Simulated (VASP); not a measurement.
A VASP calculation is set up with these files.

INCAR:
```
! general
SYSTEM   =  RuO2
PREC     =  Accurate
ENCUT    =  520
LREAL    =  F
LASPH    =  T

! electronic loop
EDIFF    =  1E-6
NELM     =  100
ALGO     =  Normal
LMAXMIX  =  4

! smearing
ISMEAR   =  1
SIGMA    =  0.1

! functional
GGA      =  PE

! ions
IBRION   =  2
NSW      =  60
ISIF     =  3
EDIFFG   =  -0.02

! output
LWAVE    =  F
LCHARG   =  F
```

File POSCAR:
```
RuO2
1.0
  4.5160616010   0.0000000000   0.0000000000
  0.0000000000   4.5160616010   0.0000000000
  0.0000000000   0.0000000000   3.1299939165
Ru O
2 4
Cart
  0.0000000000   0.0000000000   0.0000000000
  2.2580308005   2.2580308005   1.5649969583
  1.3815433546   1.3815433546   0.0000000000
  3.6395741551   0.8764874459   1.5649969583
  0.8764874459   3.6395741551   1.5649969583
  3.1345182464   3.1345182464   0.0000000000
```

File KPOINTS:
```
Automatic
0
G
  6 6 9
0 0 0
```

POTCAR, in this order: Ru_pv O (PBE.64 set). Program: vasp_std.

Q: Translate this PBE calculation to Ansatz.

A: One equivalent input (not run):
Ansatz 0.2 input:
```yaml
crystal:
  lattice:
    - [4.5160616, 0.0000000, 0.0000000]
    - [0.0000000, 4.5160616, 0.0000000]
    - [0.0000000, 0.0000000, 3.1299939]
  atoms:
    - { symbol: Ru, position: [0.0000000, 0.0000000, 0.0000000] }
    - { symbol: Ru, position: [0.5000000, 0.5000000, 0.5000000] }
    - { symbol: O, position: [0.3059177, 0.3059177, 0.0000000] }
    - { symbol: O, position: [0.8059177, 0.1940823, 0.5000000] }
    - { symbol: O, position: [0.1940823, 0.8059177, 0.5000000] }
    - { symbol: O, position: [0.6940823, 0.6940823, 0.0000000] }
kpoints:
  mp_grid: { grid: [6, 6, 9] }
hamiltonian:
  xc: pbe
  pseudopotentials: { kind: paw }
scf:
  occupations: { method: methfessel_paxton, width: 0.1 }
  max_iter: 100
relax:
  max_steps: 60
  f_tol: 0.02
  cell: {}
output: { forces: true, stress: true, eigenvalues: true }
```
Limits of the translation: each code has its own PAW files, so the cut-off isn't converted (ENCUT is set for VASP's; basis.ecutwfc is left out, and Ansatz then takes the one that its files recommend); Ansatz stops its SCF on the density residual and VASP on the energy change (EDIFF).

The compound is RuO2 in the rutile structure. This run relaxes it. Symmetry was kept, so distortions that lower it aren't found. The start is the result of an earlier pass.
